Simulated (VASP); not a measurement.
Input of a VASP 6.6.1 run:

File INCAR:

```
PREC = Accurate
ENCUT = 450
EDIFF = 1E-6
ISMEAR = 0
SIGMA = 0.02
LREAL = F
LASPH = T
NELM = 60
ALGO = Normal
ISIF = 2
LWAVE = F
LCHARG = F
GGA = PE
NBANDS = 24
```

KPOINTS

```
regular mesh
0
Gamma
  5 5 3
```

File POSCAR:

```
ZrC
1.0
    3.3914762718      0.0000000000      0.0000000000
   -1.6957381359      2.9371046077      0.0000000000
    0.0000000000      0.0000000000      5.2900530000
Zr C
2 2
Direct
    0.6666666667      0.3333333333      0.7500000000
    0.3333333333      0.6666666667      0.2500000000
    0.0000000000      0.0000000000      0.5000000000
    0.0000000000      0.0000000000      0.0000000000
```

Potentials or basis: VASP PAW PBE potentials, release 64 (Zr_sv_GW, C_GW).

Run with:

```sh
$ cat potpaw_PBE.64/Zr_sv_GW/POTCAR potpaw_PBE.64/C_GW/POTCAR > POTCAR
$ mpirun -np 1 vasp_std > vasp.out
```

Problem. Predict the band gap on the k mesh.

Solution. None (metal or under the smearing width).

Caveat: the k mesh is coarse (spacing up to 0.43 Å⁻¹), so the values aren't converged.
